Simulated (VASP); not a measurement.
Data:

```
AlSb
1.0
    0.00000     3.07000     3.07000
    3.07000     0.00000     3.07000
    3.07000     3.07000     0.00000
Al Sb
1 1
Direct
  0.00000   0.00000   0.00000
  0.25000   0.25000   0.25000
```

The numbers are results of r2SCAN+rVV10, VASP's PBE PAW potentials (set 64) (plane waves; VASP), not measurements. Settings: 520 eV cut-off, 7×7×7 Γ-centred mesh, Gaussian smearing of 0.050 eV, potentials Al Sb.

Question: The ions, cell shape and volume are relaxed. Give the cell that the relaxation ends in.

Answer: 
```
AlSb
1.0
    0.00000     3.08367     3.08367
    3.08367     0.00000     3.08367
    3.08367     3.08367     0.00000
Al Sb
1 1
Direct
  0.00000   0.00000   0.00000
  0.25000   0.25000   0.25000
```
Space group F-43m (216), at a tolerance of 0.03 Å.

Question: How do energy and volume change from the first to the last step?

Answer: The energy (σ→0) changes by -1.0 meV/atom and the volume by +1.3 %, in 3 ionic steps.

| step | E(σ→0) (eV) | max force (eV/Å) | pressure (GPa) | volume (Å³) |
|---|---|---|---|---|
| 1 | -32.6596 | 0.000 | 0.80 | 57.87 |
| 2 | -32.6609 | 0.000 | -0.41 | 59.09 |
| 3 | -32.6615 | 0.000 | 0.01 | 58.65 |

The compound is AlSb in the zinc blende structure. This run relaxes it. Symmetry was kept, so distortions that lower it aren't found.
